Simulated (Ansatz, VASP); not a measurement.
## TiO2: VASP beside Ansatz

```xyz
9
Lattice="2.9683 0.0000 0.0000 0.0002 4.7076 0.0000 1.4836 0.2424 7.0835" Properties=species:S:1:pos:R:3 pbc="T T T"
Ti    0.0386   -0.0030    0.0602
Ti    1.4522    2.3173    2.2838
Ti    3.0009    2.5769    4.8552
O     1.5074    0.8817    0.8932
O     3.0056    1.5223    3.2140
O     1.4928    1.5981    5.7358
O     3.0293    3.3292    1.4526
O     1.4451    3.4198    3.8749
O     2.9550    4.0397    6.1841
```

Change from the starting cell: atoms moved at random, drawn with an rms of 0.05 Å.

Alike in both runs: task single point; functional PBE; k mesh 9 × 6 × 4; occupations fermi-dirac, width 0.05 eV; no spin polarisation.

|  | VASP | Ansatz |
| --- | --- | --- |
| version | VASP 6.6.1 | Ansatz 0.2.0 |
| potentials or method | VASP PAW PBE potentials, release 64 (Ti_sv, O) | Ansatz PAW |
| plane-wave cutoff (eV) | 520 | 420 |
| valence electrons in the cell | 72 | 72 |

```csv
,VASP,Ansatz,Ansatz less VASP
gap on the k mesh at the Fermi level (eV),2.25,2.28,+0.026
least direct gap on the mesh (eV),2.27,2.29,+0.026
pressure (GPa),5.9,5.2,-0.72
largest component of the traceless stress (GPa),1.58,1.57,-0.006
rms of the force components (eV/Å),0.494,0.475,-0.0188
```

Atom by atom the forces differ by 0.029 eV/Å (rms over components).

Caveats: an odd mesh through Γ misses points on the zone boundary, where band edges often lie (VASP); odd divisions of the mesh miss points on the zone boundary, where band edges often lie, so the gap on the mesh can be too wide (Ansatz); the pressure holds a Pulay correction of +0.7 GPa for the finite cutoff (Ansatz).
